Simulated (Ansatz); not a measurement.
**SnTe under changes of volume**

One of the cells (31.281 Å³/atom); the others are scaled copies at fixed shape and fractional positions:

```xyz
2
Lattice="0.0000 3.1509 3.1509 3.1509 0.0000 3.1509 3.1509 3.1509 0.0000" Properties=species:S:1:pos:R:3 pbc="T T T"
Te    3.1509    3.1509    3.1509
Sn    0.0000    0.0000    0.0000
```

- Program: Ansatz 0.2.0
- Functional: r2SCAN
- Potentials or basis: Ansatz PAW
- Cutoff: 500 eV (not typed: the program's choice for these potentials)
- k mesh: 7 × 7 × 7
- Occupations: fermi-dirac, width 0.05 eV
- Spin: no spin polarisation

```tsv
volume (Å³/atom)	energy over the lowest point (meV/atom)	pressure (GPa)
29.404	?	?
30.030	24.72	3.7
30.656	12.41	2.6
31.281	4.47	1.5
31.907	0.47	0.6
32.532	0.00	-0.3
33.158	2.73	-1.1
```

What does the run at 29.404 Å³/atom give?

Energy over the lowest point 41.90 meV/atom; pressure 5.1 GPa.

Worked out: A Birch-Murnaghan fit of order 3 (a polynomial in V^(-2/3)) to the other rows has its minimum at 32.30 Å³/atom with B0 = V·E''(V) = 44 GPa and B' = 4.4. It gives 41.90 meV/atom at 29.404 Å³/atom, against the run's 41.90, and -dE/dV = 5.1 GPa, against 5.1.

Energies are extrapolated to zero smearing.

Caveats: the PAW data sets come from PBE, with cores solved anew for the run's functional, which leaves a small shift of forces and pressure.
